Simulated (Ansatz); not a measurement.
**CsPbCl3 (model cell, started as cubic perovskite with Pb in the octahedra): a soft mode frozen in**

Wanted: the energy along a soft mode of CsPbCl3 (model cell, started as cubic perovskite with Pb in the octahedra) and the structure at the end.

Calculated with Ansatz 0.2.0; DFT LDA, scalar-relativistic, plane waves, PAW; PAW set soft_1.

## Step 1: The structure

The structure is cubic, space group Pm-3m (No. 221). The conventional cell has a = 5.520 Å, b = 5.520 Å, c = 5.520 Å, α = 90.00°, β = 90.00°, γ = 90.00°. Cs has 12 Cl at 3.90 Å nearest. Pb has 6 Cl at 2.76 Å nearest. Nearest to Cl lie 2 Pb at 2.76 Å and 4 Cs at 3.90 Å. Farther neighbours and most contacts between anions are not listed.

## Step 2: The dispersion

The cell comes from relaxations at this level that are not shown. Stability and thermal properties need the whole zone. Linear response on a 2×2×2 q mesh gives force constants as far as a supercell of that size would, and the tensors from the zone-centre run are typed in so that the long-range dipole term is interpolated apart.

The input, input.yaml:

```yaml
crystal:
  lattice:
    - [5.5203976441, 0.0, 0.0]
    - [0.0, 5.5203976441, 0.0]
    - [0.0, 0.0, 5.5203976441]
  atoms:
    - { symbol: Cs, position: [0.0, 0.0, 0.0] }
    - { symbol: Pb, position: [0.5, 0.5, 0.5] }
    - { symbol: Cl, position: [0.5, 0.5, 0.0] }
    - { symbol: Cl, position: [0.5, 0.0, 0.5] }
    - { symbol: Cl, position: [0.0, 0.5, 0.5] }
kpoints:
  mp_grid: { grid: [10, 10, 10] }
hamiltonian:
  xc: lda
  pseudopotentials: { kind: paw, azcp: { folder: soft_1 }, xc_functional: pbe }
scf:
  occupations: { method: fixed }
output:
  eigenvalues: true
phonons:
  method: dfpt
  qmesh: [2, 2, 2]
  temperatures: { t_max: 1000, t_step: 50 }
  qpath:
    path:
      - [[0.0, 0.0, 0.0], [0.0, 0.5, 0.0], [0.5, 0.5, 0.0], [0.0, 0.0, 0.0], [0.5, 0.5, 0.5], [0.0, 0.5, 0.0]]
      - [[0.5, 0.5, 0.5], [0.5, 0.5, 0.0]]
    npoints: 10
  non_analytic_term:
    high_frequency_dielectric_tensor: [[4.3736, 0.0, 0.0], [0.0, 4.3736, 0.0], [0.0, 0.0, 4.3736]]
    born_effective_charges:
      - { species: Cs, tensor: [[1.3254, 0.0, 0.0], [0.0, 1.3254, 0.0], [0.0, 0.0, 1.3254]] }
      - { species: Pb, tensor: [[4.0189, 0.0, 0.0], [0.0, 4.0189, 0.0], [0.0, 0.0, 4.0189]] }
      - { species: Cl, tensor: [[-0.7096, 0.0, 0.0], [0.0, -0.7096, 0.0], [0.0, 0.0, -3.925]] }
      - { species: Cl, tensor: [[-0.7096, 0.0, 0.0], [0.0, -3.925, 0.0], [0.0, 0.0, -0.7096]] }
      - { species: Cl, tensor: [[-3.925, 0.0, 0.0], [0.0, -0.7096, 0.0], [0.0, 0.0, -0.7096]] }
    source: "zone-centre run at this cell"
```

Command:

```sh
ansatz run input.yaml --threads 4 --pin off --max-ram 16384MiB --backend cpu --events-out ev --progress --plain --runs-dir out
```

Numbers of over 12 decimals in the logs are rounded to 6 here.

Log:

```text
Engine: ansatz 0.2.0, x86_64-unknown-linux-gnu
Pseudopotentials: kind: paw
Pseudopotential: Cs, paw, valence charge 9, recommended cutoff 420 eV (normal), soft_1/Cs.paw.azcp
Pseudopotential: Pb, paw, valence charge 14, recommended cutoff 420 eV (normal), soft_1/Pb.paw.azcp
Pseudopotential: Cl, paw, valence charge 7, recommended cutoff 420 eV (normal), soft_1/Cl.paw.azcp
Functional definition: SPW92
  exchange = slater_x
  correlation = pw_c
Crystal: 5 atoms, lattice volume = 168.233 Å³
Basis set: ecut = 420 eV, 3287 PW (Γ), exchange–correlation on 80×80×80 points (8 copies of the dense FFT grid, shifted against one another)
Bands: 27, of which v1, the nominal top of the filled ones, is band 22 counted from 1 (21 counted from 0)
Symmetry: 48 space group operations
k-points: 56 of 1000
Non-local potential: Cs, projectors of the file, l = 0: 3, l = 1: 2, l = 2: 2, l = 3: 2
Non-local potential: Pb, projectors of the file, l = 0: 2, l = 1: 2, l = 2: 2, l = 3: 1
Non-local potential: Cl, projectors of the file, l = 0: 2, l = 1: 2, l = 2: 1
PAW form: soft (Blöchl's): semilocal exchange-correlation on the pseudo side does not see the compensation charge
PAW frozen core: Cs, regenerated for the run's functional, and the local potential with it (the file was generated under x = pbe(κ = 0.804, μ = 0.219515), c = pbe(β = 0.066725))
PAW frozen core: Pb, regenerated for the run's functional, and the local potential with it (the file was generated under x = pbe(κ = 0.804, μ = 0.219515), c = pbe(β = 0.066725))
PAW frozen core: Cl, regenerated for the run's functional, and the local potential with it (the file was generated under x = pbe(κ = 0.804, μ = 0.219515), c = pbe(β = 0.066725))
PAW one-centre angular grid: Cs, 194 points (default); XC on 64 Gauss nodes
PAW one-centre angular grid: Pb, 590 points (default); XC on 64 Gauss nodes
PAW one-centre angular grid: Cl, 110 points (default); XC on 64 Gauss nodes
Initial density: superposition of atomic densities (chi_scale 0.1, normalization cell, long waves kept (reshape's long-wave potential 0.00 eV rms))
Initial wavefunctions: pseudopotential atomic-orbital guess
Functional: x = slater, c = lda
SCF iter   1: F=—  HF=-20249.820572 eV  |F-HF|=—  |Δ(HF+E_count)|=         —  Δρ=2.44e-2  dr2=2.26e0  ethr=3.10e-3  ⟨swp⟩=5.0  Hψ=6399  notcnv=0  defer=93
preconditioner: auto → Resta (q_TF=auto, 2.182 Å⁻¹)  ε∞=3.1  [insulator: Δε(μ)=1.201 eV  Ē_g=12.676 eV  n_scr=26 (ndim 8)  ℏωp=18.6 eV  f_vac=0.010  ε∞_Penn≈3.1]
SCF iter   2: F=—  HF=-20249.035904 eV  |F-HF|=—  |Δ(HF+E_count)|=   7.85e-1  Δρ=1.08e-2  dr2=6.54e-1  ethr=3.10e-3  ⟨swp⟩=3.4  Hψ=3331  notcnv=0  defer=118
SCF iter   3: F=—  HF=-20248.704520 eV  |F-HF|=—  |Δ(HF+E_count)|=   3.31e-1  Δρ=3.25e-3  dr2=5.75e-2  ethr=1.49e-3  ⟨swp⟩=3.5  Hψ=3145  notcnv=0  defer=153
SCF iter   4: F=—  HF=-20248.676934 eV  |F-HF|=—  |Δ(HF+E_count)|=   2.76e-2  Δρ=1.13e-3  dr2=3.31e-3  ethr=1.31e-4  ⟨swp⟩=3.6  Hψ=2865  notcnv=0  defer=154
SCF iter   5: F=—  HF=-20248.676556 eV  |F-HF|=—  |Δ(HF+E_count)|=   3.78e-4  Δρ=1.81e-4  dr2=6.03e-5  ethr=7.53e-6  ⟨swp⟩=3.0  Hψ=2395  notcnv=0  defer=164
SCF iter   6: F=—  HF=-20248.676593 eV  |F-HF|=—  |Δ(HF+E_count)|=   3.79e-5  Δρ=2.11e-5  dr2=6.71e-7  ethr=1.37e-7  ⟨swp⟩=2.0  Hψ=2214  notcnv=0  defer=162
SCF iter   7: F=—  HF=-20248.676598 eV  |F-HF|=—  |Δ(HF+E_count)|=   4.87e-6  Δρ=4.47e-6  dr2=2.31e-8  ethr=1.52e-9  ⟨swp⟩=2.1  Hψ=2691  notcnv=0  defer=147
SCF iter   8: F=—  HF=-20248.676598 eV  |F-HF|=—  |Δ(HF+E_count)|=   1.11e-9  Δρ=1.08e-6  dr2=1.69e-9  ethr=5.24e-11  ⟨swp⟩=2.0  Hψ=2587  notcnv=0  defer=147
SCF iter   9: F=—  HF=-20248.676598 eV  |F-HF|=—  |Δ(HF+E_count)|=  5.28e-10  Δρ=2.02e-7  dr2=1.02e-10  ethr=3.84e-12  ⟨swp⟩=2.0  Hψ=2632  notcnv=0  defer=147
SCF iter  10: F=-20248.676598 eV  HF=-20248.676598 eV  |F-HF|=0.00e0  |Δ(HF+E_count)|=  1.46e-10  Δρ=4.48e-8  dr2=7.21e-12  ethr=1.00e-12  ⟨swp⟩=15.8  Hψ=11068  notcnv=0
SCF 1 converged in 10 iterations: F = -20248.676598 eV  dr2 = 7.21e-12
  greatest PAW one-centre occupation: 0.983 electrons in one spin orbital (limit 2), on the Pb atom at site 1 (counted from 0), in its partial waves of l = 2
NSCF: frozen V_eff on 56 k-points
NSCF: frozen V_eff on 216 k-points
DFPT response loops at q = (0, 0, 0) (fractional): preconditioner auto → Resta (q_TF=auto, 2.182 Å⁻¹)  ε∞=6.2 (no band partly filled); β = 1.00, the filter's whole step (`scf.mixing.beta` (0.50) is not read by the response loops at its default; to damp them type it under 1.00, their step now; it binds the ground state too); Broyden in place of MSR1
NSCF: frozen V_eff on 432 k-points
DFPT response loops at q = (0, 0, -0.5) (fractional): mixed as the last ones told, above
NSCF: frozen V_eff on 432 k-points
DFPT response loops at q = (0, -0.5, -0.5) (fractional): mixed as the last ones told, above
NSCF: frozen V_eff on 432 k-points
DFPT response loops at q = (-0.5, -0.5, -0.5) (fractional): mixed as the last ones told, above
SCF converged after 10 iterations
Free energy (F): -20248.676598 eV
Harris-Foulkes:  -20248.676598 eV  (|F-HF|=0.00e0)
Internal energy: -20248.676598 eV  (E = F + TS)
E sigma→0 (E₀):  -20248.676598 eV
Fermi energy:    4.514441 eV
--- Per-component energies (eV) ---
  E_band       = -226.626475
  E_kinetic    = 895.019935
  E_local      = -2560.422849  (includes V_loc(G=0)·N_el)
  E_nonlocal   = 433.288682
  E_hartree    = 960.115708
  E_xc         = -702.999852
  E_vxc        = -626.787125  (∫ρ·V_xc dr)
  E_paw        = -16857.766126  (= ΣΔE_a)
  E_vpaw       = -287.956911  (= ΣTr[D̂ρ^β])
  E_aug_tail   = 0.000325  (compensation charges beyond the density's cutoff)
  E_ewald      = -2416.676833
  E_core_change = 0.764411  (= ΣΔE_core)
  E_smearing   = -0.000000  (= −TS)
  E_closure    = 0.000000  (closes the sum)
  Σ components = -20248.676598   (vs F -20248.676598, Δ=0.00e0)
--- Band table (eV; the first three rows and the last of 56) ---
  k-point 0: bands = [... 18 lower, 1.5588, 1.6961, 1.6961, 1.6961, 7.2688, 8.2230, 8.2230, 9.2104, ... 1 higher]
  k-point 1: bands = [... 18 lower, 1.5479, 1.6837, 1.6837, 1.6928, 7.3772, 8.2979, 8.3036, 9.2468, ... 1 higher]
  k-point 2: bands = [... 18 lower, 1.5200, 1.6505, 1.6505, 1.7304, 7.6719, 8.5157, 8.5271, 9.3532, ... 1 higher]
  k-point 55: bands = [... 18 lower, 2.0438, 2.0438, 2.0438, 4.5144, 6.0530, 6.0530, 6.0530, 9.0629, ... 1 higher]
--- Phonons (Γ-DFPT): 4 representative perturbations + reference (Σ response iterations 13) ---
  ASR residual: 7.065e-5 → 0.000e0 eV/Å²; symmetrization residual: 2.738e-5 eV/Å²
  ASR residual per site (eV/Å²): 1.79e-5 3.73e-7 7.06e-5 7.06e-5 7.06e-5
  Γ frequencies (cm⁻¹): -27.65 -27.65 -27.65 -18.72 -18.72 -18.72 0.00 0.00 0.00 44.08 44.08 44.08 163.53 163.53 163.53
--- Phonons (arbitrary-q DFPT): 4 irreducible q on the 2×2×2 mesh ---
  q = [0.0000, 0.0000, 0.0000] (star 1, of the zone-centre solve; hermiticity 1.65e-5, symmetrization 7.99e-12): -27.65 -27.65 -27.65 -18.72 -18.72 -18.72 -0.00 -0.00 0.00 44.08 44.08 44.08 163.53 163.53 163.53
  q = [0.0000, 0.0000, -0.5000] (star 3, 9 solved perturbations in 1674 linear systems a pass and spin channel, the states on 216 of 1000 k-point pairs; hermiticity 5.90e-6, symmetrization 3.75e-13): -17.58 -17.58 -13.54 -13.54 24.77 35.16 35.16 36.27 36.27 39.69 50.72 114.52 163.87 163.87 266.82
  q = [0.0000, -0.5000, -0.5000] (star 3, 9 solved perturbations in 1674 linear systems a pass and spin channel, the states on 216 of 1000 k-point pairs; hermiticity 5.51e-6, symmetrization 2.07e-12): -55.33 -27.48 -27.48 8.00 30.89 32.93 32.93 43.72 43.72 84.59 107.99 107.99 164.04 244.37 274.51
  q = [-0.5000, -0.5000, -0.5000] (star 1, 4 solved perturbations in 594 linear systems a pass and spin channel, the states on 216 of 1000 k-point pairs; hermiticity 7.72e-7, symmetrization 8.04e-12): -55.78 -55.78 -55.78 -14.88 -14.88 -14.88 78.04 78.04 78.04 105.07 105.07 105.07 244.16 244.16 279.80
  sum rule: each row above includes the acoustic sum rule's correction from the zone centre's row sums; it moved no ω² by more than (0.74 cm⁻¹)²
  mesh force constants: q→R imaginary residual 5.78e-18; ASR residual 7.065e-5 → 0.000e0 eV/Å²; symmetrization residual 5.329e-15 eV/Å²
  interpolated dispersion: 63 rows × 15 modes
  density of states and harmonic sums: on the 12×12×12 q-mesh, interpolated from the force constants of a 2×2×2 supercell (with the dipole–dipole term of supplied tensors)
  largest difference from the sums on the solved wave vectors: F 1.07e-1 eV, S 1.37e-4 and C_V 2.99e-5 eV/K
  zero-point energy: 0.066997 eV/cell   skipped modes (ω ≤ 0): 361, of them read as no rigid motion or as one in doubt: 358 (4.151e0 modes/cell left out, lowest -55.78 cm⁻¹)   left out of the sums: 2.77e-1 of the cell's modes: C_V's classical limit lies that fraction below 3 k_B per atom; for a crystal, a wire or a layer, F and S can be off by more, and a phonons.interpolated_qmesh denser along its periods is the remedy for the sampling
```

The job ended after 7.9 min (4 threads of Intel Xeon Platinum 8259CL at 2.50GHz (Skylake/Cascade Lake), shared host; peak memory 2.5 GiB).

Numbers from this step:

| Quantity | Value |
| --- | --- |
| gap on the k-mesh | 1.539 eV |
| volume per atom | 33.65 Å³ |
| sum-rule residual before enforcement | 7.06e-5 eV/Å² |
| lowest frequency on the path | -55.78 cm⁻¹ |
| point group | m-3m |
| highest frequency on the path or at a solved wavevector | 279.8 cm⁻¹ |
| highest optical mode at the zone centre (no LO-TO term) | 163.5 cm⁻¹ |
| lowest optical zone-centre mode | -27.65 cm⁻¹ |
| lowest mode on the q mesh (acoustic modes at Γ apart) | -55.78 cm⁻¹ |

Frequencies (cm⁻¹) solved at each irreducible wavevector; negative means imaginary. Frequencies by wavevector, by row:

| q in reciprocal lattice units | star | mode 1 | mode 2 | mode 3 | mode 4 | mode 13 | mode 14 | mode 15 |
| --- | --- | --- | --- | --- | --- | --- | --- | --- |
| 0 0 0 | 1 | -27.6 | -27.6 | -27.6 | -18.7 | 163.5 | 163.5 | 163.5 |
| 0 0 -0.5 | 3 | -17.6 | -17.6 | -13.5 | -13.5 | 163.9 | 163.9 | 266.8 |
| 0 -0.5 -0.5 | 3 | -55.3 | -27.5 | -27.5 | 8 | 164 | 244.4 | 274.5 |
| -0.5 -0.5 -0.5 | 1 | -55.8 | -55.8 | -55.8 | -14.9 | 244.2 | 244.2 | 279.8 |

Interpolated from a 2×2×2 q mesh, with the LO-TO term (at Γ the limit along the path; where Γ stands inside the path, tables give the limit on arrival). Phonon branches along the path, in cm⁻¹:

| point | branch 1 | branch 2 | branch 3 | branch 4 | branch 12 | branch 13 | branch 14 | branch 15 |
| --- | --- | --- | --- | --- | --- | --- | --- | --- |
| Γ | -28 | -28 | -19 | -19 | 46 | 164 | 164 | 250 |
| halfway | -24 | -24 | -13 | -13 | 87 | 164 | 164 | 258 |
| X | -18 | -18 | -14 | -14 | 114 | 164 | 164 | 267 |
| halfway | -44 | -20 | -19 | -12 | 111 | 164 | 211 | 268 |
| M | -55 | -28 | -28 | 8 | 108 | 164 | 244 | 274 |
| halfway | -39 | -23 | -19 | 6 | 87 | 164 | 200 | 254 |
| Γ | -28 | -28 | -19 | -19 | 46 | 164 | 164 | 250 |
| halfway | -40 | -36 | -36 | -8 | 87 | 203 | 203 | 252 |
| R | -56 | -56 | -56 | -15 | 105 | 244 | 244 | 280 |
| halfway | -46 | -42 | -36 | -13 | 109 | 205 | 217 | 268 |
| X | -18 | -18 | -14 | -14 | 114 | 164 | 164 | 267 |
| jump to R | -56 | -56 | -56 | -15 | 105 | 244 | 244 | 280 |
| halfway | -56 | -45 | -45 | -12 | 107 | 210 | 244 | 275 |
| M | -55 | -28 | -28 | 8 | 108 | 164 | 244 | 274 |

Symmetry leaves 4 wavevectors to solve. The lowest mode among them, the acoustic zeros apart, lies at q = (-0.5, -0.5, -0.5) and is imaginary, 55.8i cm⁻¹, so the energy falls along it.

## Step 3: The mode frozen in, largest atomic shift 0 Å

The mode followed lies at q = (-0.5, -0.5, -0.5) with frequency 55.8i cm⁻¹ and is 3-fold degenerate, the softest among the wavevectors solved. At small amplitude the distorted cell has space group no. 167 by a symmetry search on the positions. The undistorted cell that holds it gives the zero of energy on the same k mesh.

System of this step: CsPbCl3 (model cell, started as cubic perovskite with Pb in the octahedra). The structure is cubic, space group Pm-3m (No. 221). Conventional cell: a = 5.520 Å, b = 5.520 Å, c = 5.520 Å, α = 90.00°, β = 90.00°, γ = 90.00°. Nearest to Cs lie 12 Cl at 3.90 Å. Nearest to Pb lie 6 Cl at 2.76 Å. Nearest to Cl lie 2 Pb at 2.76 Å and 4 Cs at 3.90 Å. Farther neighbours and most contacts between anions are not listed.

The input, input.yaml:

```yaml
crystal:
  lattice:
    - [5.5203976441, 5.5203976441, 0.0]
    - [5.5203976441, 0.0, 5.5203976441]
    - [5.5203976441, 0.0, -5.5203976441]
  atoms:
    - { symbol: Cs, position: [0.0, 0.0, 0.0] }
    - { symbol: Cs, position: [0.0, 0.5, 0.5] }
    - { symbol: Pb, position: [0.5, 0.25, 0.75] }
    - { symbol: Pb, position: [0.5, 0.75, 0.25] }
    - { symbol: Cl, position: [0.5, 0.0, 0.0] }
    - { symbol: Cl, position: [0.5, 0.5, 0.5] }
    - { symbol: Cl, position: [0.0, 0.5, 0.0] }
    - { symbol: Cl, position: [0.0, 0.0, 0.5] }
    - { symbol: Cl, position: [0.5, 0.0, 0.5] }
    - { symbol: Cl, position: [0.5, 0.5, 0.0] }
kpoints:
  mp_grid: { grid: [8, 8, 8] }
hamiltonian:
  xc: lda
  pseudopotentials: { kind: paw, azcp: { folder: soft_1 }, xc_functional: pbe }
scf:
  occupations: { method: gaussian, width: 0.02 }
output:
  forces: true
  stress: true
  eigenvalues: true
```

Log:

```text
[...]
Crystal: 10 atoms, lattice volume = 336.466 Å³
Basis set: ecut = 420 eV, 6615 PW (Γ)
Bands: 54, of which v1, the nominal top of the filled ones, is band 44 counted from 1 (43 counted from 0)
Symmetry: 96 space group operations
[...]
k-points: 29 of 512
[...]
k-point 0: bands = [... 40 lower, 2.0437, 2.0437, 2.0437, 4.5144, 6.0530, 6.0530, 6.0530, 7.2688, ... 5 higher]
  k-point 1: bands = [... 40 lower, 2.0019, 2.0019, 2.0234, 4.1821, 6.2424, 6.2424, 6.3692, 7.3945, ... 5 higher]
  k-point 2: bands = [... 40 lower, 1.9216, 1.9216, 1.9664, 3.5306, 6.7428, 6.7428, 6.9856, 7.7237, ... 5 higher]
  k-point 28: bands = [... 40 lower, 1.8266, 1.8266, 2.9233, 2.9233, 7.0067, 7.0067, 8.3788, 8.3788, ... 5 higher]
[key lines of the parts left out:]
SCF converged after 8 iterations
Free energy (F): -40497.353293 eV
Fermi energy:    5.283564 eV
P = ⅓ Tr σ = -0.0098 GPa (-0.098 kbar)
```

Wall time 8.8 s (4 threads); peak memory 0.99 GiB; 34 s of CPU time.

Numbers from this step:

```yaml
pressure: -0.009807 GPa
energy_from_the_undistorted_cell: 0 meV/atom
```

At this level the gap is 1.54 eV on the k-mesh of the self-consistent run, which can miss the band edges.

## Step 4: The mode frozen in, largest atomic shift 0.45 Å

The atoms are moved along the unstable eigenvector, the largest shift by 0.45 Å, with the cell fixed.

input.yaml, the sections that differ from step 3:

```yaml
crystal:
  lattice:
    - [5.5203976441, 5.5203976441, 0.0]
    - [5.5203976441, 0.0, 5.5203976441]
    - [5.5203976441, 0.0, -5.5203976441]
  atoms:
    - { symbol: Cs, position: [0.0, 0.0, 0.0] }
    - { symbol: Cs, position: [0.0, 0.5, 0.5] }
    - { symbol: Pb, position: [0.5, 0.25, 0.75] }
    - { symbol: Pb, position: [0.5, 0.75, 0.25] }
    - { symbol: Cl, position: [0.5576404223, 0.0, 0.0] }
    - { symbol: Cl, position: [0.4423595777, 0.5, 0.5] }
    - { symbol: Cl, position: [0.0, 0.4423595777, 0.0] }
    - { symbol: Cl, position: [0.0, 0.0576404223, 0.5] }
    - { symbol: Cl, position: [0.5576404223, -0.0576404223, 0.5] }
    - { symbol: Cl, position: [0.4423595777, 0.5576404223, 0.0] }
# kpoints, hamiltonian, scf, output: as in step 3
```

Log:

```text
[...]
Crystal: 10 atoms, lattice volume = 336.466 Å³
Basis set: ecut = 420 eV, 6615 PW (Γ)
Bands: 54, of which v1, the nominal top of the filled ones, is band 44 counted from 1 (43 counted from 0)
Symmetry: 12 space group operations
[...]
k-points: 65 of 512
[...]
k-point 0: bands = [... 40 lower, 1.9011, 1.9011, 1.9578, 4.0940, 6.0090, 6.0090, 6.0257, 7.4542, ... 5 higher]
  k-point 1: bands = [... 40 lower, 1.8653, 1.8653, 1.9647, 3.8528, 6.1746, 6.1746, 6.2607, 7.5770, ... 5 higher]
  k-point 2: bands = [... 40 lower, 1.7964, 1.7964, 1.9835, 3.3324, 6.6196, 6.6196, 6.7772, 7.8855, ... 5 higher]
  k-point 64: bands = [... 40 lower, 1.6474, 1.8710, 2.5774, 2.7715, 6.8160, 7.0695, 7.1686, 8.7221, ... 5 higher]
[key lines of the parts left out:]
SCF converged after 8 iterations
Free energy (F): -40497.501163 eV
Fermi energy:    5.051437 eV
P = ⅓ Tr σ = -0.4736 GPa (-4.736 kbar)
```

Wall time 23 s (4 threads); peak memory 1.3 GiB; 90 s of CPU time.

Numbers from this step:

| Quantity | Value |
| --- | --- |
| pressure | -0.4736 GPa |
| gap on the k-mesh | 1.915 eV |
| energy from the undistorted cell | -14.79 meV/atom |

The energy, extrapolated to zero smearing, is -14.79 meV/atom against the undistorted cell.

The run ends at a pressure of -0.47 GPa, with forces up to 0.036 eV/Å.

## Step 5: Energy along the mode, all amplitudes (two of the runs are shown above)

An imaginary frequency means negative curvature, so the energy should fall and then rise again as anharmonic terms take over.

This step gave:

* depth at the lowest point sampled: 14.79 meV/atom
* largest atomic shift at that point: 0.45 Å

Table of energy from the parent by largest atomic shift:

| largest atomic shift (Å) | energy from the parent (meV/atom) |
| --- | --- |
| 0.000 | 0 |
| 0.040 | -0.194 |
| 0.080 | -0.769 |
| 0.140 | -2.29 |
| 0.220 | -5.33 |
| 0.320 | -9.95 |
| 0.450 | -14.8 |
| 0.600 | -12.5 |

Displacement at unit largest shift by atom:

| atom | x (Å) | y (Å) | z (Å) | size |
| --- | --- | --- | --- | --- |
| Cs1 | 0.000 | 0.000 | 0.000 | 0.000 |
| Cs2 | 0.000 | 0.000 | 0.000 | 0.000 |
| Pb3 | 0.000 | 0.000 | 0.000 | 0.000 |
| Pb4 | 0.000 | 0.000 | 0.000 | 0.000 |
| Cl5 | 0.707 | 0.707 | 0.000 | 1.000 |
| Cl6 | -0.707 | -0.707 | 0.000 | 1.000 |
| Cl7 | -0.707 | 0.000 | -0.707 | 1.000 |
| Cl8 | 0.707 | 0.000 | 0.707 | 1.000 |
| Cl9 | 0.000 | 0.707 | -0.707 | 1.000 |
| Cl10 | 0.000 | -0.707 | 0.707 | 1.000 |

The lowest of the steps tried is at 0.45 Å, 14.8 meV/atom below the parent; the bottom of the well need not coincide with a step.

(Continued in part 2 of 2.)

[Logs are printed without paths, hosts, clocks, repeated set-up lines and the standing remarks that a program may print on its own settings, such as how far it seeks lower states.]

[Hosts, paths, dates, database ids (printed as entryN), source tags and the programs' standing remarks are cut or masked in the printed files.]
